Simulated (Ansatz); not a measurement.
# NiO in Ansatz: the effect of pseudo set

The system is NiO.

```
Ni O
1.0
     0.00000    2.08590    2.08590
     2.08590    0.00000    2.08590
     2.08590    2.08590    0.00000
Ni O
1 1
Direct
  0.00000 0.00000 0.00000
  0.50000 0.50000 0.50000
```

Alike in all runs:

```yaml
Program: Ansatz 0.2.0
Task: band structure
Functional: PBE
k_mesh: 11 × 11 × 11
Occupations: fermi-dirac, width 0.05 eV
Spin: collinear spin, ferromagnetic start
Starting_moments: "[1.0, 0.0] μB"
```

```tsv
pseudo set	cutoff	pressure (GPa)	moment (μB)
Ansatz PAW	420 eV (not typed: the program's choice for these potentials)	5.7	1.73
Ansatz PAW accurate	1080 eV	6.0	1.75
JTH PAW	2400 eV (not typed: the program's choice for these potentials)	6.3	1.73
SPMS NC	1034 eV (not typed: the program's choice for these potentials)	?	?
PseudoDojo standard	1333 eV	6.1	1.83
PseudoDojo stringent	1415 eV	6.2	1.83
Ansatz PAW earlier set	930 eV (not typed: the program's choice for these potentials)	6.0	1.75
Ansatz NC	1400 eV (not typed: the program's choice for these potentials)	6.7	1.85
```

Problem. What does the run with pseudo set SPMS NC give?

Solution. Pressure 3.1 GPa; moment 1.63 μB.

Caveats: a cell with one magnetic atom can't hold antiferromagnetic order, which such compounds often take.
